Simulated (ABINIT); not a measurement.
Crystal: GaN.

```
Ga N
1.0
     0.00000    2.13524    2.13524
     2.13524    0.00000    2.13524
     2.13524    2.13524    0.00000
Ga N
1 1
Direct
  0.00000 0.00000 0.00000
  0.50000 0.50000 0.50000
```

Measurements of this composition are mostly on another form, of space group No. 186.

Program: ABINIT 10.8.3 (patched build). Alike in all runs: no spin polarisation; cell as given; k mesh 11 × 11 × 11; smearing fermi-dirac 0.05 eV. Hardware: 1 thread of Arm Neoverse V2, with other jobs on the host.

Order these runs on this cell by their wall time, lowest first.
A. task band structure; level r2SCAN; potentials or basis JTH PAW PBE v2.0; cutoff (eV) 844; fine-grid cutoff 1442.2 eV
B. task band structure; level LDA; potentials or basis JTH PAW LDA v2.0; cutoff (eV) 707; fine-grid cutoff 1306.15 eV
C. task single point; level PBE; potentials or basis JTH PAW PBE v2.0; cutoff (eV) 707; fine-grid cutoff 1306.15 eV

C (19 s), B (40 s), A (170 s).
